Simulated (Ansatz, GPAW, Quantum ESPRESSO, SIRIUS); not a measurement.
**One calculation of Sn, 5 ways**

```xyz
1
Lattice="-1.8947 1.8947 1.8947 1.8947 -1.8947 1.8947 1.8947 1.8947 -1.8947" Properties=species:S:1:pos:R:3 pbc="T T T"
Sn    0.0000    0.0000    0.0000
```

This isn't the form of Sn at room conditions, which is tetragonal (white tin).

Alike in all runs: task single point; functional PBEsol; k mesh 10 × 10 × 10; occupations fermi-dirac, width 0.05 eV; no spin polarisation; no spin-orbit coupling. Pressure is positive in compression and, in plane waves, holds the error of the finite cutoff, which Ansatz's Pulay term estimates and takes out.

| program and potentials | plane-wave cutoff (eV) | notes | band gap (eV) | pressure (GPa) |
| --- | --- | --- | --- | --- |
| Ansatz, Ansatz PAW | 420 | potentials made for PBE, which Ansatz adapts in part; Pulay term of +0.03 GPa included | no gap | -2.18 |
| SIRIUS, PseudoDojo 0.4.1 PBEsol standard (scalar relativistic) | 983 | - | no gap | -2.09 |
| GPAW, PAW data sets generated for this functional | 600 | - | no gap | -2.41 |
| Ansatz, all-electron LAPW, scalar-relativistic | - | - | no gap | -2.17 |
| Quantum ESPRESSO, GBRV 1.5 PBEsol | 925 | - | no gap | -2.41 |

None finds a gap. The pressure spans -2.41 (GPAW, PAW data sets generated for this functional) to -2.09 GPa (SIRIUS, PseudoDojo 0.4.1 PBEsol standard (scalar relativistic)), with all-electron results at -2.17.

Differences between rows come from potentials, basis sets and numerical settings, since the functional is the same but for its coding. Runs on potential files found faulty are left out.
